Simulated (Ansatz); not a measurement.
Input, command and steps of an Ansatz relaxation.

```yaml
crystal:
  lattice:
    - [5.6709571555, 0.0, -3.4026574436]
    - [-2.867743478, -4.9298468454, -3.3594911955]
    - [-2.867743478, 4.9298468454, -3.3594911955]
  atoms:
    - { symbol: C, position: [0.4166287368, 0.0416286019, 0.5416286019] }
    - { symbol: C, position: [0.6666287368, 0.7916286019, 0.5416286019] }
    - { symbol: C, position: [0.9166287368, 0.5416286019, 0.5416286019] }
    - { symbol: C, position: [0.4166287368, 0.2916286019, 0.2916286019] }
    - { symbol: C, position: [0.1666287368, 0.2916286019, 0.5416286019] }
    - { symbol: C, position: [0.6666287368, 0.0416286019, 0.2916286019] }
    - { symbol: C, position: [0.9166287368, 0.7916286019, 0.2916286019] }
    - { symbol: C, position: [0.4166287368, 0.5416286019, 0.0416286019] }
    - { symbol: C, position: [0.1666287368, 0.5416286019, 0.2916286019] }
    - { symbol: C, position: [0.6666287368, 0.2916286019, 0.0416286019] }
    - { symbol: C, position: [0.9166287368, 0.0416286019, 0.0416286019] }
    - { symbol: C, position: [0.4166287368, 0.7916286019, 0.7916286019] }
    - { symbol: C, position: [0.1666287368, 0.7916286019, 0.0416286019] }
    - { symbol: C, position: [0.6666287368, 0.5416286019, 0.7916286019] }
    - { symbol: C, position: [0.9166287368, 0.2916286019, 0.7916286019] }
    - { symbol: C, position: [0.1666287368, 0.0416286019, 0.7916286019] }
    - { symbol: C, position: [0.5833712632, 0.9583713981, 0.4583713981] }
    - { symbol: C, position: [0.8333712632, 0.7083713981, 0.4583713981] }
    - { symbol: C, position: [0.0833712632, 0.4583713981, 0.4583713981] }
    - { symbol: C, position: [0.5833712632, 0.2083713981, 0.2083713981] }
    - { symbol: C, position: [0.3333712632, 0.2083713981, 0.4583713981] }
    - { symbol: C, position: [0.8333712632, 0.9583713981, 0.2083713981] }
    - { symbol: C, position: [0.0833712632, 0.7083713981, 0.2083713981] }
    - { symbol: C, position: [0.5833712632, 0.4583713981, 0.9583713981] }
    - { symbol: C, position: [0.3333712632, 0.4583713981, 0.2083713981] }
    - { symbol: C, position: [0.8333712632, 0.2083713981, 0.9583713981] }
    - { symbol: C, position: [0.0833712632, 0.9583713981, 0.9583713981] }
    - { symbol: C, position: [0.5833712632, 0.7083713981, 0.7083713981] }
    - { symbol: C, position: [0.3333712632, 0.7083713981, 0.9583713981] }
    - { symbol: C, position: [0.8333712632, 0.4583713981, 0.7083713981] }
    - { symbol: C, position: [0.0833712632, 0.2083713981, 0.7083713981] }
    - { symbol: C, position: [0.3333712632, 0.9583713981, 0.7083713981] }
    - { symbol: H, position: [0.8703385687, 0.7781262977, 0.7853292075], spin: 1.0 }
basis:
  ecutwfc: 420
  xc_grid: 2
kpoints:
  mp_grid: { grid: [2, 2, 2], shift: [0.5, 0.5, 0.5] }
hamiltonian:
  xc: pbe
  dispersion: d3bj
scf:
  occupations: { method: gaussian, width: 0.02 }
output:
  forces: true
  stress: false
  eigenvalues: true
  populations: true
  write_density: true
  write_potential: true
  elf: true
  volumetric_format: npy
magnetization:
  spin_polarized: true
relax:
  adjacent_minimum: "off"
  f_tol: 0.02
  max_steps: 60
```

```bash
ansatz run input.yaml --threads 4 --pin off --max-ram 10240MiB --backend cpu --events-out ev --progress --plain --runs-dir out
```

Level of theory: Ansatz, DFT PBE+D3(BJ), scalar-relativistic, plane waves, PAW.

The cell holds a point defect: H interstitial, neutral.

Of 9 frames 6 are shown, positions in Å and forces in eV/Å; the SCF threshold varies from step to step. The mark taken_back stands on steps that the optimiser undid.

```xyz
33
Lattice="5.6710 0.0000 -3.4027 -2.8677 -4.9298 -3.3595 -2.8677 4.9298 -3.3595" Properties=species:S:1:pos:R:3:forces:R:3 pbc="T T T" step=1 free_energy_over_end_meV_per_atom=43.54
C     0.6901    2.4649   -3.3771   -0.0975   -0.0061    0.0020
C    -0.0430   -1.2325   -6.7474   -0.0838   -0.4464    0.2536
C     2.0917    0.0000   -6.7582    0.2083   -0.0080    0.1392
C     0.6901    0.0000   -3.3771   -0.0315    0.0066   -0.0409
C    -1.4446    1.2325   -3.3663   -0.0113    0.0235    0.0111
C     2.8247    1.2325   -3.3879    0.0152   -0.0469    0.0037
C     2.0917   -2.4649   -6.7582   -0.0580    0.1244    0.0299
C     0.6901   -2.4649   -3.3771   -0.1034    0.0128    0.0015
C    -1.4446   -1.2325   -3.3663   -0.0106   -0.0184    0.0121
C     2.8247   -1.2325   -3.3879    0.0163    0.0569    0.0018
C     4.9594    0.0000   -3.3987   -0.6583   -0.0120   -0.4016
C    -2.1777    0.0000   -6.7366    0.1721   -0.0076    0.0384
C    -1.4446   -3.6974   -3.3663    0.3305    0.4728   -0.3400
C    -0.0430    1.2325   -6.7474   -0.1001    0.4601    0.2371
C     2.0917    2.4649   -6.7582   -0.0624   -0.1454    0.0326
C    -1.4446    3.6974   -3.3663    0.3088   -0.4575   -0.3217
C    -0.7546   -2.4649   -6.7445    0.0778    0.0984    0.0406
C     1.3801   -1.2325   -6.7553    0.2211   -0.2148    0.1650
C    -2.1562    0.0000   -3.3635   -0.0451   -0.0003    0.0075
C     2.1132    0.0000   -3.3851    0.0589   -0.0063    0.0067
C    -0.0215    1.2325   -3.3743    0.0194    0.0315    0.0082
C     1.3801   -3.6974   -6.7553   -0.0047   -0.1649   -0.0461
C    -2.1562   -2.4649   -3.3635    0.1024   -0.0615   -0.0231
C    -0.7546    2.4649   -6.7445    0.0791   -0.0978    0.0470
C    -0.0215   -1.2325   -3.3743    0.0186   -0.0444    0.0083
C     1.3801    3.6974   -6.7553   -0.0052    0.1860   -0.0466
C    -5.0239    0.0000   -6.7230    0.0143    0.0008    0.9629
C    -0.7546    0.0000   -6.7445   -0.4413   -0.0417    0.1805
C    -2.8893    1.2325   -6.7338   -0.1636    0.1123   -0.0333
C     1.3801    1.2325   -6.7553    0.2818    0.2377    0.1978
C    -2.1562    2.4649   -3.3635    0.1048    0.0587   -0.0221
C    -2.8893   -1.2325   -6.7338   -0.1459   -0.1042   -0.0313
H     0.4521    0.0355   -8.2139   -0.0069    0.0014   -1.0810
33
Lattice="5.6710 0.0000 -3.4027 -2.8677 -4.9298 -3.3595 -2.8677 4.9298 -3.3595" Properties=species:S:1:pos:R:3:forces:R:3 pbc="T T T" step=3 free_energy_over_end_meV_per_atom=21.89
C     0.6907    2.4625   -3.3754    0.0648   -0.0486   -0.0125
C    -0.0406   -1.2397   -6.6814   -0.0180    0.1043   -0.0800
C     2.0978   -0.0006   -6.6917    0.0128   -0.0010   -0.0238
C     0.6903   -0.0002   -3.3845    0.0137   -0.0023    0.0735
C    -1.4420    1.2313   -3.3642    0.0441   -0.0333   -0.0371
C     2.8229    1.2305   -3.3943   -0.0607   -0.0024   -0.0217
C     2.0941   -2.4666   -6.7404   -0.1005    0.1800   -0.0215
C     0.6910   -2.4630   -3.3781    0.0709    0.0494   -0.0111
C    -1.4419   -1.2316   -3.3662    0.0452    0.0311   -0.0389
C     2.8231   -1.2311   -3.3949   -0.0664   -0.0039   -0.0173
C     4.9431   -0.0003   -3.4543   -1.0496   -0.0151   -0.3346
C    -2.1755   -0.0005   -6.7182    0.2269    0.0029   -0.0623
C    -1.4361   -3.6865   -3.3941    0.5126    0.8189   -0.0829
C    -0.0404    1.2383   -6.6873   -0.0148   -0.1084   -0.0290
C     2.0943    2.4659   -6.7377   -0.1013   -0.1774   -0.0229
C    -1.4367    3.6871   -3.3871    0.4973   -0.8195   -0.0275
C    -0.7534   -2.4669   -6.7177   -0.0159   -0.0082   -0.0506
C     1.3865   -1.2367   -6.6883    0.0211   -0.1086   -0.0298
C    -2.1530   -0.0003   -3.3404   -0.0490   -0.0018   -0.0078
C     2.1126   -0.0004   -3.3963   -0.0118    0.0020   -0.0025
C    -0.0200    1.2316   -3.3790   -0.0167    0.0029   -0.0004
C     1.3756   -3.6999   -6.7832    0.1080   -0.2184   -0.0254
C    -2.1512   -2.4632   -3.3752    0.1636   -0.2330   -0.0129
C    -0.7531    2.4660   -6.7199   -0.0218    0.0114   -0.0665
C    -0.0198   -1.2322   -3.3806   -0.0155    0.0030   -0.0011
C     1.3758    3.6995   -6.7821    0.1202    0.2198   -0.0219
C    -5.0241    0.0004   -6.6129   -0.4604    0.0999    2.3957
C    -0.7557   -0.0013   -6.6945   -0.0850    0.0212    0.1164
C    -2.8878    1.2365   -6.7454   -0.2983   -0.0171   -0.0006
C     1.3876    1.2361   -6.6868   -0.0073    0.1059   -0.0560
C    -2.1512    2.4631   -3.3704    0.1646    0.2449   -0.0039
C    -2.8879   -1.2368   -6.7414   -0.3045    0.0136    0.0055
H     0.4045    0.0446   -8.5963    0.6320   -0.1123   -1.4888
33
Lattice="5.6710 0.0000 -3.4027 -2.8677 -4.9298 -3.3595 -2.8677 4.9298 -3.3595" Properties=species:S:1:pos:R:3:forces:R:3 pbc="T T T" step=4 free_energy_over_end_meV_per_atom=4.34
C     0.6897    2.4609   -3.3800    0.1066   -0.0322   -0.0702
C    -0.0419   -1.2418   -6.6832   -0.0239    0.2885   -0.0750
C     2.0989   -0.0005   -6.6927   -0.0299    0.0069   -0.0325
C     0.6892    0.0000   -3.3806    0.0184   -0.0057    0.1072
C    -1.4410    1.2302   -3.3699    0.0253   -0.0784   -0.0857
C     2.8180    1.2300   -3.3994   -0.1093    0.0757   -0.0891
C     2.0928   -2.4657   -6.7395   -0.0694    0.0657   -0.0116
C     0.6902   -2.4607   -3.3825    0.1142    0.0273   -0.0738
C    -1.4406   -1.2298   -3.3719    0.0210    0.0829   -0.0908
C     2.8182   -1.2304   -3.3998   -0.1052   -0.0785   -0.0870
C     4.9181   -0.0001   -3.4537   -0.0076   -0.0003    0.0425
C    -2.1757   -0.0003   -6.7178    0.0878    0.0108    0.0157
C    -1.4293   -3.6715   -3.3764    0.0222    0.0699    0.3857
C    -0.0417    1.2405   -6.6876   -0.0110   -0.2934   -0.0291
C     2.0929    2.4653   -6.7370   -0.0655   -0.0395   -0.0083
C    -1.4307    3.6741   -3.3654    0.0411   -0.1082    0.4438
C    -0.7550   -2.4666   -6.7222   -0.0712   -0.0596   -0.0720
C     1.3877   -1.2389   -6.6889   -0.0819   -0.0521   -0.0297
C    -2.1532    0.0000   -3.3443   -0.0025    0.0043   -0.0393
C     2.1097   -0.0003   -3.3958   -0.0329    0.0071   -0.0334
C    -0.0200    1.2309   -3.3789   -0.0408    0.0018   -0.0231
C     1.3682   -3.7025   -6.7891    0.1267   -0.0364    0.0204
C    -2.1473   -2.4615   -3.3768    0.0440   -0.1363    0.0314
C    -0.7546    2.4660   -6.7244   -0.0666    0.0534   -0.0761
C    -0.0198   -1.2312   -3.3804   -0.0371    0.0162   -0.0245
C     1.3687    3.7028   -6.7878    0.1248    0.0192    0.0185
C    -5.0323    0.0022   -6.4206   -0.1468    0.0344   -2.1551
C    -0.7601   -0.0013   -6.6906    0.1040    0.0465    0.0992
C    -2.8910    1.2409   -6.7466   -0.1154   -0.0618    0.0300
C     1.3891    1.2386   -6.6882   -0.1499    0.0325   -0.0491
C    -2.1475    2.4626   -3.3710    0.0546    0.1523    0.0410
C    -2.8915   -1.2404   -6.7418   -0.1450    0.0536    0.0401
H     0.4614    0.0341   -8.7757    0.4214   -0.0665    1.8802
33
Lattice="5.6710 0.0000 -3.4027 -2.8677 -4.9298 -3.3595 -2.8677 4.9298 -3.3595" Properties=species:S:1:pos:R:3:forces:R:3 pbc="T T T" step=6 free_energy_over_end_meV_per_atom=3.34 taken_back
C     0.6935    2.4574   -3.3956   -0.1475    0.1459   -0.0525
C    -0.0515   -1.2316   -6.7046    0.0924   -0.3789   -0.0415
C     2.0953    0.0013   -6.7281   -0.3108   -0.0718    0.1108
C     0.6966   -0.0005   -3.4169   -0.2112    0.0454    0.0637
C    -1.4454    1.2287   -3.3851   -0.0703   -0.0291   -0.1286
C     2.8340    1.2295   -3.4205   -0.2698   -0.0548   -0.0841
C     2.0822   -2.4596   -6.7381    0.1662   -0.4975    0.0047
C     0.6908   -2.4573   -3.3975   -0.1070   -0.1232   -0.0437
C    -1.4468   -1.2311   -3.3879   -0.0153    0.1277   -0.1329
C     2.8324   -1.2275   -3.4197   -0.2030    0.0358   -0.0695
C     4.9304    0.0040   -3.3875   -0.5372   -0.1839   -0.0626
C    -2.1898    0.0002   -6.7009   -0.0689    0.0606    0.0157
C    -1.4499   -3.6527   -3.3272    0.4068   -1.0228    0.1016
C    -0.0506    1.2331   -6.7047   -0.0297    0.4077   -0.0118
C     2.0832    2.4614   -6.7355    0.0627    0.4675    0.0236
C    -1.4457    3.6537   -3.3189    0.1399    1.1347    0.0985
C    -0.7483   -2.4737   -6.7535   -0.2352    0.3896    0.0395
C     1.3802   -1.2473   -6.7128   -0.2154    0.8547   -0.0068
C    -2.1605   -0.0010   -3.3742    0.1753    0.0345    0.0131
C     2.1234    0.0013   -3.4295   -0.3827   -0.0181    0.0530
C    -0.0246    1.2316   -3.4061    0.2269   -0.1696    0.0347
C     1.3849   -3.7129   -6.7685   -0.5381    0.7542   -0.0202
C    -2.1616   -2.4631   -3.3673    0.1439    0.6689    0.0636
C    -0.7509    2.4756   -6.7521   -0.1552   -0.4447    0.0189
C    -0.0260   -1.2311   -3.4084    0.2290    0.1383    0.0402
C     1.3842    3.7144   -6.7661   -0.4278   -0.6083   -0.0204
C    -5.0663    0.0088   -6.3807    1.9122   -0.3279   -0.0314
C    -0.7714    0.0007   -6.6952    0.0168    0.0033    0.0471
C    -2.9055    1.2424   -6.7231    0.0548    0.2023    0.0288
C     1.3791    1.2471   -6.7089   -0.1186   -0.7195   -0.0494
C    -2.1623    2.4620   -3.3627    0.3205   -0.5205    0.0881
C    -2.9027   -1.2410   -6.7207    0.0056   -0.2875    0.0529
H     0.5892    0.0126   -8.6614    0.0909   -0.0130   -0.1431
33
Lattice="5.6710 0.0000 -3.4027 -2.8677 -4.9298 -3.3595 -2.8677 4.9298 -3.3595" Properties=species:S:1:pos:R:3:forces:R:3 pbc="T T T" step=7 free_energy_over_end_meV_per_atom=0.32
C     0.6878    2.4610   -3.3988   -0.0133   -0.0084    0.0135
C    -0.0476   -1.2356   -6.7123    0.0045   -0.0145    0.0177
C     2.0931    0.0004   -6.7222    0.0088    0.0001    0.0017
C     0.6859    0.0006   -3.4034   -0.0044    0.0010   -0.0281
C    -1.4441    1.2297   -3.3885   -0.0156    0.0044    0.0180
C     2.8143    1.2324   -3.4236    0.0184   -0.0164    0.0036
C     2.0882   -2.4636   -6.7344    0.0098   -0.0114   -0.0055
C     0.6882   -2.4598   -3.4010   -0.0175    0.0127    0.0119
C    -1.4440   -1.2282   -3.3910   -0.0160   -0.0063    0.0158
C     2.8144   -1.2314   -3.4234    0.0144    0.0211    0.0037
C     4.9202    0.0002   -3.3935    0.0190    0.0126    0.0189
C    -2.1781    0.0005   -6.7018   -0.0109   -0.0026    0.0068
C    -1.4296   -3.6693   -3.3214   -0.0449    0.0368   -0.0022
C    -0.0476    1.2365   -6.7118    0.0055    0.0133    0.0096
C     2.0881    2.4644   -6.7324    0.0101    0.0067   -0.0048
C    -1.4302    3.6708   -3.3129   -0.0363   -0.0278    0.0025
C    -0.7592   -2.4648   -6.7565    0.0105    0.0011    0.0032
C     1.3809   -1.2376   -6.7147   -0.0022   -0.0103    0.0183
C    -2.1582    0.0007   -3.3737   -0.0020    0.0000    0.0054
C     2.1056    0.0005   -3.4221    0.0349   -0.0019   -0.0142
C    -0.0238    1.2311   -3.4009    0.0071    0.0099   -0.0078
C     1.3687   -3.7027   -6.7685   -0.0009   -0.0105   -0.0166
C    -2.1496   -2.4624   -3.3556   -0.0098   -0.0064   -0.0274
C    -0.7590    2.4658   -6.7567    0.0087    0.0024    0.0049
C    -0.0237   -1.2298   -3.4026    0.0064   -0.0148   -0.0096
C     1.3688    3.7034   -6.7679   -0.0026    0.0122   -0.0116
C    -5.0308    0.0016   -6.3900   -0.1594    0.0235    0.0395
C    -0.7634    0.0004   -6.6977   -0.0079   -0.0014   -0.0096
C    -2.8939    1.2410   -6.7235   -0.0180    0.0062    0.0117
C     1.3809    1.2384   -6.7141    0.0001    0.0119    0.0235
C    -2.1498    2.4639   -3.3506   -0.0115    0.0040   -0.0252
C    -2.8944   -1.2398   -6.7191   -0.0142   -0.0036    0.0091
H     0.5613    0.0170   -8.6731    0.2291   -0.0436   -0.0769
33
Lattice="5.6710 0.0000 -3.4027 -2.8677 -4.9298 -3.3595 -2.8677 4.9298 -3.3595" Properties=species:S:1:pos:R:3:forces:R:3 pbc="T T T" step=9 free_energy_over_end_meV_per_atom=0.00
C     0.6855    2.4606   -3.4027   -0.0008    0.0050   -0.0019
C    -0.0513   -1.2352   -6.7067    0.0016    0.0032    0.0031
C     2.0898    0.0011   -6.7183   -0.0007    0.0014    0.0040
C     0.6844    0.0010   -3.4070   -0.0013   -0.0001    0.0011
C    -1.4469    1.2291   -3.3920    0.0001    0.0074   -0.0050
C     2.8136    1.2324   -3.4155   -0.0034    0.0002   -0.0036
C     2.0852   -2.4627   -6.7310    0.0010    0.0010    0.0065
C     0.6854   -2.4585   -3.4028    0.0020   -0.0033   -0.0021
C    -1.4469   -1.2271   -3.3922    0.0008   -0.0060   -0.0055
C     2.8136   -1.2302   -3.4153   -0.0046   -0.0019   -0.0033
C     4.9198    0.0012   -3.3707    0.0048   -0.0043    0.0017
C    -2.1827    0.0011   -6.7063   -0.0042   -0.0010   -0.0075
C    -1.4338   -3.6668   -3.3351    0.0024   -0.0097   -0.0014
C    -0.0514    1.2374   -6.7063    0.0032   -0.0035    0.0004
C     2.0852    2.4649   -6.7305    0.0017   -0.0014    0.0037
C    -1.4336    3.6688   -3.3346   -0.0031    0.0112   -0.0022
C    -0.7613   -2.4650   -6.7536    0.0061    0.0027    0.0051
C     1.3775   -1.2373   -6.7084   -0.0011    0.0020   -0.0022
C    -2.1614    0.0010   -3.3727    0.0075   -0.0005    0.0088
C     2.1050    0.0010   -3.4184   -0.0079    0.0019    0.0000
C    -0.0260    1.2310   -3.4056   -0.0117    0.0015   -0.0059
C     1.3677   -3.7027   -6.7555   -0.0065    0.0086   -0.0026
C    -2.1532   -2.4609   -3.3615   -0.0043   -0.0026   -0.0044
C    -0.7614    2.4672   -6.7533    0.0074   -0.0055    0.0035
C    -0.0261   -1.2290   -3.4059   -0.0117    0.0019   -0.0047
C     1.3677    3.7049   -6.7553   -0.0070   -0.0071   -0.0005
C    -5.0287    0.0011   -6.3964   -0.0044   -0.0025    0.0093
C    -0.7676    0.0011   -6.6958    0.0112   -0.0011   -0.0015
C    -2.8978    1.2426   -6.7309    0.0072    0.0025    0.0038
C     1.3774    1.2394   -6.7082    0.0007   -0.0014   -0.0003
C    -2.1532    2.4629   -3.3611   -0.0025    0.0040   -0.0041
C    -2.8977   -1.2405   -6.7306    0.0063   -0.0022    0.0023
H     0.6429    0.0014   -8.6800    0.0112   -0.0003    0.0054
```

It took 48 s on 4 threads of Intel(R) Xeon(R) 6975P-C (Granite Rapids), with other jobs on the host, peak memory 0.96 GiB.